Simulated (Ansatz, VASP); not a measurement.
# Cross-check of InAs between VASP and Ansatz, part 2 of 2

One calculation is typed for both programs; each brings its own data sets and cutoff. How far apart do they land? The cell is taken from a series of VASP runs on this material, whose earlier steps may have relaxed, scaled or displaced it; both programs get it as it stands.

VASP 6.6.1 and Ansatz 0.2.0.

So far: The starting structure; Ansatz: band structure, HSE06, spin-orbit coupling.

## Step 3: VASP: band structure, HSE06, spin-orbit coupling

Level of this step: HSE06, spin-orbit coupling; plane waves and PAW (In_d, As) (VASP).

The same cell, functional, mesh and smearing now go to VASP, with its own data sets and cutoff.

Lines of VASP's logs that name or quote its potential files are left out, and so is its time.

The run reads the wave functions of an earlier VASP run, which isn't shown here.

INCAR

```
SYSTEM = InAs
PREC = Accurate
ENCUT = 350
EDIFF = 1E-06
NELM = 100
ISMEAR = 0
SIGMA = 0.03
LREAL = .FALSE.
ALGO = Normal
LHFCALC = .TRUE.
AEXX = 0.25
GGA = PE
HFSCREEN = 0.2
LASPH = .TRUE.
LNONCOLLINEAR = .TRUE.
MAGMOM = 0 0 0 0 0 0
NBANDS = 30
GGA_COMPAT = .FALSE.
LSORBIT = .TRUE.
PRECFOCK = Fast
LORBIT = 11
LWAVE = .FALSE.
LCHARG = .FALSE.
KPAR = 4
```

POSCAR

```
InAs
1.0
    0.0000000000      3.0290000000      3.0290000000
    3.0290000000      0.0000000000      3.0290000000
    3.0290000000      3.0290000000      0.0000000000
In As
1 1
Direct
    0.0000000000      0.0000000000      0.0000000000
    0.7500000000      0.7500000000      0.7500000000
```

KPOINTS

```
Automatic mesh
0
Gamma
4 4 4
0 0 0
```

KPOINTS_OPT

```
Line mode
10
Line-mode
Reciprocal
  0.00000000   0.00000000   0.00000000 GAMMA
  0.50000000   0.00000000   0.50000000 X

  0.50000000   0.00000000   0.50000000 X
  0.50000000   0.25000000   0.75000000 W

  0.50000000   0.25000000   0.75000000 W
  0.37500000   0.37500000   0.75000000 K

  0.37500000   0.37500000   0.75000000 K
  0.00000000   0.00000000   0.00000000 GAMMA

  0.00000000   0.00000000   0.00000000 GAMMA
  0.50000000   0.50000000   0.50000000 L

  0.50000000   0.50000000   0.50000000 L
  0.62500000   0.25000000   0.62500000 U

  0.62500000   0.25000000   0.62500000 U
  0.50000000   0.25000000   0.75000000 W

  0.50000000   0.25000000   0.75000000 W
  0.50000000   0.50000000   0.50000000 L

  0.50000000   0.50000000   0.50000000 L
  0.37500000   0.37500000   0.75000000 K

  0.62500000   0.25000000   0.62500000 U
  0.50000000   0.00000000   0.50000000 X
```

The projector-augmented-wave data sets are In_d and As (PBE family, release 64).

The run is started by

```bash
mpirun -np 4 vasp_ncl
```

Numbers of over 12 decimals in the logs are rounded to 6 here.

The log of the run:

```text
[banner, memory and clock lines left out]
running    4 mpi-ranks, on    1 nodes
 distrk:  each k-point on    1 cores,    4 groups
 distr:  one band on    1 cores,    1 groups

 POSCAR found type information on POSCAR InAs
 POSCAR found :  2 types and       2 ions
 LDA part: xc-table for (Slater+PW92), standard interpolation
 found WAVECAR, reading the header
 POSCAR, INCAR and KPOINTS ok, starting setup
 FFT: planning ... GRIDC
 FFT: planning ... GRID_SOFT
 FFT: planning ... GRID
 reading WAVECAR
 the WAVECAR file was read successfully
 initial charge from wavefunction
 entering main loop
       N       E                     dE             d eps       ncg     rms          rms(c)
DAV:   1    -0.916896171466E+01   -0.91690E+01   -0.10956E+00   820   0.174E+01    0.334E+00
DAV:   2    -0.918104552634E+01   -0.12084E-01   -0.96199E-02   708   0.343E+00    0.358E+00
DAV:   3    -0.917757643363E+01    0.34691E-02   -0.11890E-02   852   0.155E+00    0.310E+00
DAV:   4    -0.917649335296E+01    0.10831E-02   -0.11359E-03   838   0.478E-01    0.199E+00
DAV:   5    -0.917623551509E+01    0.25784E-03   -0.25906E-04   754   0.194E-01    0.123E+00
DAV:   6    -0.917616673223E+01    0.68783E-04   -0.50069E-05   770   0.885E-02    0.756E-01
DAV:   7    -0.917614525749E+01    0.21475E-04   -0.10510E-05   696   0.418E-02    0.454E-01
DAV:   8    -0.917613942921E+01    0.58283E-05   -0.44370E-06   612   0.222E-02    0.272E-01
DAV:   9    -0.917613950100E+01   -0.71792E-07   -0.18917E-06   628   0.124E-02
   1 F= -.91761395E+01 E0= -.91761395E+01  d E =-.296779E-21  mag=    -0.0000    -0.0000    -0.0000
 Start KPOINTS_OPT (optional k-point list driver)
k-point batch [1-10\100]
       N       E                     dE             ncg
DAV:   1     0.465645102011E+03   -0.16593E+04      600
DAV:   2    -0.106825826376E+04   -0.15339E+04      626
DAV:   3    -0.123838883714E+04   -0.17013E+03      752
DAV:   4    -0.124657344229E+04   -0.81846E+01      736
DAV:   5    -0.124685731307E+04   -0.28387E+00      944
DAV:   6    -0.124686142499E+04   -0.41119E-02      804
DAV:   7    -0.124686155689E+04   -0.13189E-03      932
DAV:   8    -0.124686155935E+04   -0.24601E-05      732
DAV:   9    -0.124686155942E+04   -0.70631E-07      524
[...]
k-point batch [91-100\100]
       N       E                     dE             ncg
DAV:   1     0.316472886140E+03   -0.45952E+04      600
DAV:   2    -0.117004549286E+04   -0.14865E+04      606
DAV:   3    -0.132111745589E+04   -0.15107E+03      770
DAV:   4    -0.132697529920E+04   -0.58578E+01      754
DAV:   5    -0.132724484398E+04   -0.26954E+00      934
DAV:   6    -0.132724882726E+04   -0.39833E-02      788
DAV:   7    -0.132724895767E+04   -0.13041E-03      942
DAV:   8    -0.132724895999E+04   -0.23212E-05      790
DAV:   9    -0.132724896005E+04   -0.60215E-07      596
```

From OUTCAR (step 3):

```text
ion  position               nearest neighbor table
   1  0.000  0.000  0.000-   2 2.62   2 2.62   2 2.62   2 2.62
   2  0.750  0.750  0.750-   1 2.62   1 2.62   1 2.62   1 2.62

  LATTYP: Found a face centered cubic cell.
 ALAT       =     6.0580000000

 Subroutine GETGRP returns: Found 24 space group operations
 (whereof 24 operations were pure point group operations)

The static configuration has the point symmetry T_d .

 Found     10 irreducible k-points:

   k-points           NKPTS =     10   k-points in BZ     NKDIM =     64   number of bands    NBANDS=     30

   dimension x,y,z NGX =    28 NGY =   28 NGZ =   28
   dimension x,y,z NGXF=    56 NGYF=   56 NGZF=   56

   ENCUT  =  350.0 eV  25.72 Ry    5.07 a.u.   6.53  6.53  6.53*2*pi/ulx,y,z

   NELECT =      18.0000    total number of electrons

 k-points in reciprocal lattice and weights: Automatic mesh
   0.00000000  0.00000000  0.00000000       0.016
   0.25000000  0.00000000  0.00000000       0.062
  -0.25000000  0.00000000  0.00000000       0.062
   0.50000000  0.00000000  0.00000000       0.062
   0.25000000  0.25000000  0.00000000       0.094
   0.50000000  0.25000000  0.00000000       0.188
   0.50000000 -0.25000000  0.00000000       0.188
  -0.25000000  0.25000000  0.00000000       0.188
   0.50000000  0.50000000  0.00000000       0.047
  -0.25000000  0.50000000  0.25000000       0.094

  exchange ACFDT corr.  =         0.00000000  see jH, gK, PRB 81, 115126

 average (electrostatic) potential at core
       1 -90.4380       2 -45.8252

 E-fermi :   4.3663

 k-point     1 :       0.0000    0.0000    0.0000
  band No.  band energies     occupation
    ...
     14       3.7964      1.00000
     15       4.1718      1.00000
     16       4.1718      1.00000
     17       4.1718      1.00000
     18       4.1718      1.00000
     19       4.6150      0.00000
     20       4.6150      0.00000
     21       8.4343      0.00000
     22       8.4343      0.00000
     23       8.8824      0.00000
    ...

 k-point     2 :       0.2500    0.0000    0.0000
  band No.  band energies     occupation
    ...
     14       0.1576      1.00000
     15       3.3082      1.00000
     16       3.3082      1.00000
     17       3.5634      1.00000
     18       3.5756      1.00000
     19       6.0301      0.00000
     20       6.0301      0.00000
     21       9.3561      0.00000
     22       9.3561      0.00000
     23       9.6143      0.00000
    ...

 k-point     3 :      -0.2500    0.0000    0.0000
  band No.  band energies     occupation
    ...
     14       0.1576      1.00000
     15       3.3082      1.00000
     16       3.3082      1.00000
     17       3.5634      1.00000
     18       3.5756      1.00000
     19       6.0301      0.00000
     20       6.0301      0.00000
     21       9.3561      0.00000
     22       9.3561      0.00000
     23       9.6143      0.00000
    ...

  energy-cutoff  :      350.00
  volume of cell :       55.58
      direct lattice vectors                 reciprocal lattice vectors
     0.000000000  3.029000000  3.029000000    -0.165070981  0.165070981  0.165070981
     3.029000000  0.000000000  3.029000000     0.165070981 -0.165070981  0.165070981
     3.029000000  3.029000000  0.000000000     0.165070981  0.165070981 -0.165070981

 POSITION                                       TOTAL-FORCE (eV/Angst)
 -----------------------------------------------------------------------------------
      0.00000      0.00000      0.00000        -0.000000     -0.000000     -0.000000
      4.54350      4.54350      4.54350         0.000000      0.000000      0.000000
 -----------------------------------------------------------------------------------
    total drift:                                0.000003     -0.000005      0.000007

  FREE ENERGIE OF THE ION-ELECTRON SYSTEM (eV)
  ---------------------------------------------------
  free  energy   TOTEN  =        -9.1761395010 eV

  energy  without entropy=       -9.1761395010  energy(sigma->0) =       -9.17613950

 Spin-Orbit-Coupling matrix elements
 Ion:    1  E_soc:     -0.0680662
 Ion:    2  E_soc:     -0.0235937

 total charge
# of ion       s       p       d       tot
------------------------------------------
    1        0.844   0.752   9.904  11.500
    2        1.216   1.636   0.021   2.873
--------------------------------------------------
tot          2.060   2.387   9.926  14.373

 magnetization (x)
# of ion       s       p       d       tot
------------------------------------------
    1        0.000   0.000   0.000   0.000
    2       -0.000   0.000  -0.000  -0.000
--------------------------------------------------
tot         -0.000   0.000   0.000   0.000

 magnetization (y)
# of ion       s       p       d       tot
------------------------------------------
    1        0.000   0.000  -0.000   0.000
    2       -0.000   0.000   0.000   0.000
--------------------------------------------------
tot         -0.000   0.000  -0.000   0.000

 magnetization (z)
# of ion       s       p       d       tot
------------------------------------------
    1       -0.000  -0.000   0.000  -0.000
    2       -0.000  -0.000  -0.000  -0.000
--------------------------------------------------
tot         -0.000  -0.000   0.000  -0.000

[... 3 further parts left out ...]
```

## Step 4: Differences

Known differences besides the potentials themselves: spin-orbit coupling enters by fully relativistic files in Ansatz and inside the spheres in VASP; exact exchange at q = 0 is treated differently, which shows on coarse meshes; VASP keeps PBE cores, Ansatz makes them for the functional; the data sets hold 28 valence electrons in Ansatz (fully relativistic PAW (standard-fr) files) and 18 in VASP; the cutoff is 420 eV in Ansatz and 350 eV in VASP; VASP takes a coarser grid for exact exchange (PRECFOCK = Fast). Total energies have different zeros and are not compared.

Compared:

```csv
quantity,Ansatz,VASP,difference
gap over the path points (eV),0.444,0.443,+0.001
```

Levels at points of the path, from each program's valence-band top (eV; 6 filled, then empty):

```csv
k (reciprocal lattice),Ansatz,VASP
0.000 0.000 0.000,-0.39 -0.39 0.00 0.00 0.00 0.00 0.44 0.44 4.23 4.23 4.70 4.70,-0.38 -0.38 0.00 0.00 0.00 0.00 0.44 0.44 4.26 4.26 4.71 4.71
0.500 0.000 0.500,-6.43 -6.43 -2.65 -2.65 -2.64 -2.64 2.02 2.02 2.62 2.62 10.13 10.13,-6.42 -6.42 -2.64 -2.64 -2.63 -2.63 2.03 2.03 2.64 2.64 10.13 10.13
0.500 0.222 0.722,-6.30 -6.23 -3.35 -3.26 -3.24 -3.11 4.56 4.62 4.81 4.94 5.97 6.17,-6.29 -6.22 -3.33 -3.24 -3.23 -3.10 4.57 4.62 4.81 4.94 5.99 6.17
0.403 0.347 0.750,-6.30 -6.24 -3.64 -3.63 -2.35 -2.33 2.83 2.85 4.97 5.02 7.61 7.76,-6.29 -6.23 -3.62 -3.62 -2.33 -2.32 2.84 2.85 4.97 5.03 7.62 7.76
0.125 0.125 0.250,-3.09 -3.09 -1.31 -1.28 -0.38 -0.37 2.43 2.43 4.50 4.64 4.97 5.01,-3.08 -3.08 -1.30 -1.27 -0.38 -0.36 2.43 2.44 4.52 4.64 4.99 5.02
0.278 0.278 0.278,-4.44 -4.44 -0.96 -0.96 -0.70 -0.69 1.81 1.81 5.23 5.23 5.48 5.49,-4.43 -4.43 -0.95 -0.95 -0.69 -0.68 1.82 1.82 5.24 5.24 5.49 5.49
0.556 0.389 0.556,-6.25 -6.22 -2.63 -2.62 -1.55 -1.55 2.82 2.82 4.93 4.96 6.19 6.19,-6.24 -6.21 -2.62 -2.61 -1.54 -1.54 2.83 2.83 4.94 4.97 6.20 6.20
0.583 0.250 0.667,-6.29 -6.24 -3.61 -3.60 -2.46 -2.44 3.04 3.06 4.98 5.04 7.27 7.42,-6.28 -6.22 -3.59 -3.59 -2.45 -2.43 3.05 3.07 4.98 5.04 7.28 7.42
0.500 0.306 0.694,-6.23 -6.17 -3.53 -3.52 -2.70 -2.66 4.35 4.43 4.86 4.98 5.99 6.09,-6.22 -6.16 -3.52 -3.51 -2.68 -2.65 4.35 4.43 4.87 4.98 5.99 6.09
0.486 0.486 0.528,-6.35 -6.34 -1.44 -1.43 -1.14 -1.14 1.70 1.70 5.21 5.23 5.43 5.44,-6.34 -6.33 -1.42 -1.41 -1.14 -1.13 1.71 1.71 5.23 5.24 5.44 5.44
```

Among the levels compared at these points, filled levels agree within 18 meV and empty ones within 30 meV.

## Step 5: What came out

| Item | Value |
| --- | --- |
| difference in gap over the path points (band structure, HSE06, spin-orbit coupling) | 0.0014 eV |

What this shows: The difference in gap over the path points is 0.0014 eV (band structure, HSE06, spin-orbit coupling), within the 0.08 eV picked in this series as the mark of a large difference. How closely two codes agree says nothing of how well the functional describes the real material.

[Lines on the potential files, build, host, timing and source positions are cut from VASP's logs without a mark.]

[Logs are printed without paths, hosts, clocks, repeated set-up lines and the standing remarks that a program may print on its own settings, such as how far it seeks lower states.]

[Hosts, paths, dates, database ids (printed as entryN), source tags and the programs' standing remarks are cut or masked in the printed files.]
